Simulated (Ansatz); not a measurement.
# Mercury, alpha-Hg (rhombohedral): convergence with the plane-wave cutoff

Computed with Ansatz, r²SCAN, scalar-relativistic PAW, on the relaxed cell (a = 3.756 Å, c = 6.464 Å (c/a = 1.721); spin not included). Errors count from a run at 500 eV on a Γ-centred 18×18×18 mesh with Fermi-Dirac smearing of 0.1 eV, extrapolated to zero width. Fixed here: mesh 11×11×11, Fermi-Dirac width 0.1 eV. The pressure holds a Pulay correction and is unreliable far below the recommended cutoff. The SCF starts from atomic densities corrected by a trained network.

```json
{"cutoff (eV)": "150", "E(σ→0) error (meV/atom)": "59252.7", "P (GPa)": "-7.78", "SCF iterations": "8"}
{"cutoff (eV)": "200", "E(σ→0) error (meV/atom)": "10718.0", "P (GPa)": "7.83", "SCF iterations": "7"}
{"cutoff (eV)": "250", "E(σ→0) error (meV/atom)": "1405.1", "P (GPa)": "0.35", "SCF iterations": "6"}
{"cutoff (eV)": "300", "E(σ→0) error (meV/atom)": "128.3", "P (GPa)": "0.03", "SCF iterations": "6"}
{"cutoff (eV)": "350", "E(σ→0) error (meV/atom)": "9.5", "P (GPa)": "0.08", "SCF iterations": "6"}
{"cutoff (eV)": "420", "E(σ→0) error (meV/atom)": "2.9", "P (GPa)": "0.04", "SCF iterations": "6"}
{"cutoff (eV)": "500", "E(σ→0) error (meV/atom)": "-1.4", "P (GPa)": "0.03", "SCF iterations": "6"}
{"cutoff (eV)": "800", "E(σ→0) error (meV/atom)": "-4.0", "P (GPa)": "0.03", "SCF iterations": "6"}
```

Question: What does the run at 600 give (cutoff)?

Answer: E(σ→0) error (meV/atom): -2.8; P (GPa): 0.03; SCF iterations: 6.

Within 5 meV/atom of the last row: from 500 eV on.
